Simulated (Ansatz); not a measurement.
**H2O2 on Si (111)**

The task, for Si: adsorb H2O2 from several starts and take the binding apart.

Computed with Ansatz 0.2.0 (DFT PBE+D3(BJ), scalar-relativistic, plane waves, PAW, unless a step's input says otherwise).

1 further run of the same task is left out (set aside as unsound or not needed).

### 1 The system as given

The structure is triclinic, space group P1 (No. 1). The conventional cell has a = 3.834 Å, b = 3.834 Å, c = 23.657 Å, α = 90.00°, β = 90.00°, γ = 120.00°. Around Si (site symmetry 1) lie 1 H at 1.50 Å. Si (site symmetry 1) is surrounded by 4 Si at 2.34 to 2.35 Å. Si (site symmetry 1) has 1 O at 1.69 Å as nearest neighbours. H (site symmetry 1) has 1 Si at 1.50 Å as nearest neighbours. O (site symmetry 1) is surrounded by 1 H at 0.97 Å. Around H (site symmetry 1) lie 1 O at 0.97 Å.

Structure file:

```
Si H O
1.0
     7.66719    0.00000    0.00000
    -3.83359    6.63998    0.00000
     0.00000    0.00000   23.65684
Si H O
16 8 4
Cartesian
  3.8336 2.2133 9.4400
  1.9168 5.5333 9.4400
  0.0000 2.2133 9.4400
  -1.9168 5.5333 9.4400
  1.9168 3.3200 10.2225
  3.8336 0.0000 10.2225
  -1.9168 3.3200 10.2225
  0.0000 0.0000 10.2225
  -1.8865 3.2978 12.5664
  0.0303 -0.0222 12.5664
  1.9471 3.2978 12.5664
  3.8639 -0.0222 12.5664
  3.8693 4.4009 13.3448
  5.7861 1.0809 13.3448
  0.0357 4.4009 13.3448
  1.9525 1.0809 13.3448
  3.8353 2.2111 7.9376
  1.9185 5.5310 7.9376
  0.0017 2.2111 7.9376
  -1.9151 5.5310 7.9376
  3.2257 4.7592 15.4866
  5.1425 1.4393 15.4866
  -0.6079 4.7592 15.4866
  1.3089 1.4393 15.4866
  3.9737 4.3399 15.0284
  5.8905 1.0199 15.0284
  0.1401 4.3399 15.0284
  2.0569 1.0199 15.0284
```

Miller indices refer to the conventional cell of the relaxed bulk, Fd-3m (No. 227): a = 5.422 Å, b = 5.422 Å, c = 5.422 Å, α = 90.00°, β = 90.00°, γ = 90.00°.

It is a (111) slab, 3.9 Å thick as cut, with 16 Å of vacuum, in a 2×2 surface cell; its outer planes are Si (top) and Si (bottom). An earlier relaxation, lower half held, gave -12575.1383 eV, gap on the mesh 1.13 eV, ionisation potential 4.35 eV (top face), 4.59 eV (bottom face), electron affinity 3.22 eV (top face), 3.46 eV (bottom face), dipole along +c 0.068 e·Å per cell.

### 2 H2O2, flat, over a bridge (H-H) site

input.yaml

```yaml
crystal:
  lattice:
    - [7.6671877233, 0.0, 0.0]
    - [-3.8335938617, 6.639979344, 0.0]
    - [0.0, 0.0, 26.3340384587]
  atoms:
    - { symbol: Si, position: [0.6666666667, 0.3333333333, 0.3584714139] }
    - { symbol: Si, position: [0.6666666667, 0.8333333333, 0.3584714139] }
    - { symbol: Si, position: [0.1666666667, 0.3333333333, 0.3584714139] }
    - { symbol: Si, position: [0.1666666667, 0.8333333333, 0.3584714139] }
    - { symbol: Si, position: [0.5, 0.5, 0.388186912] }
    - { symbol: Si, position: [0.5, 0.0, 0.388186912] }
    - { symbol: Si, position: [0.0, 0.5, 0.388186912] }
    - { symbol: Si, position: [0.0, 0.0, 0.388186912] }
    - { symbol: Si, position: [0.002280381, 0.4966562205, 0.4771905783] }
    - { symbol: Si, position: [0.002280381, -0.0033437795, 0.4771905783] }
    - { symbol: Si, position: [0.502280381, 0.4966562205, 0.4771905783] }
    - { symbol: Si, position: [0.502280381, -0.0033437795, 0.4771905783] }
    - { symbol: Si, position: [0.8360589921, 0.6627935596, 0.5067517692] }
    - { symbol: Si, position: [0.8360589921, 0.1627935596, 0.5067517692] }
    - { symbol: Si, position: [0.3360589921, 0.6627935596, 0.5067517692] }
    - { symbol: Si, position: [0.3360589921, 0.1627935596, 0.5067517692] }
    - { symbol: H, position: [0.6667222137, 0.3329905314, 0.3014181028] }
    - { symbol: H, position: [0.6667222137, 0.8329905314, 0.3014181028] }
    - { symbol: H, position: [0.1667222137, 0.3329905314, 0.3014181028] }
    - { symbol: H, position: [0.1667222137, 0.8329905314, 0.3014181028] }
    - { symbol: O, position: [0.8450752003, 0.6535979069, 0.5706828749] }
    - { symbol: O, position: [0.8450752003, 0.1535979069, 0.5706828749] }
    - { symbol: O, position: [0.3450752003, 0.6535979069, 0.5706828749] }
    - { symbol: O, position: [0.3450752003, 0.1535979069, 0.5706828749] }
    - { symbol: H, position: [0.7790902601, 0.7167563526, 0.5880837425] }
    - { symbol: H, position: [0.7790902601, 0.2167563526, 0.5880837425] }
    - { symbol: H, position: [0.2790902601, 0.7167563526, 0.5880837425] }
    - { symbol: H, position: [0.2790902601, 0.2167563526, 0.5880837425] }
    - { symbol: O, position: [0.6680000908, 0.871245988, 0.6662031697] }
    - { symbol: O, position: [0.5290902601, 0.7167563526, 0.6404874026] }
    - { symbol: H, position: [0.6883130757, 0.9914086909, 0.6470948206] }
    - { symbol: H, position: [0.4025672447, 0.6736207799, 0.6595957517] }
basis:
  ecutwfc: 420
kpoints:
  mp_grid: { grid: [3, 3, 1] }
hamiltonian:
  xc: pbe
  dispersion: d3bj
scf:
  occupations: { method: gaussian, width: 0.05 }
output:
  forces: true
  eigenvalues: true
  write_density: true
  write_potential: true
  elf: true
  volumetric_format: npy
relax:
  adjacent_minimum: "off"
  f_tol: 0.04
  max_steps: 100
  constraints: [{ sites: [0, 1, 2, 3, 4, 5, 6, 7] }]
efield:
  axis: 3
  dipole_correction: true
  ramp_width: 0.04
```

Started as:

```bash
> ansatz run input.yaml --threads 4 --pin off --max-ram 10240MiB --backend cpu --events-out ev --progress --plain --runs-dir out
```

Further runs follow: H2O2, tilted, over a top (H) site; the lowest end once more, with its density; the slab alone, frozen as in the lowest end; the molecules alone, frozen as adsorbed.

What does the calculation give? Wanted: H2O2: lowest end; interaction of the frozen parts; electrons moved above the midplane.

The runs gave:

| quantity | value |
| --- | --- |
| H2O2: lowest end | E_ads -0.82 eV, flat start over bridge H-H |
| interaction of the frozen parts | -1.04 eV a cell |
| cost of deforming the slab | 0.13 eV |
| cost of deforming and crowding the molecules | 0.10 eV |
| electrons moved above the midplane | -0.003 |

What this shows: H2O2 binds with 0.82 eV a molecule at best. In all 0.36 electrons are rearranged, and 0.00 cross the midplane towards the slab.
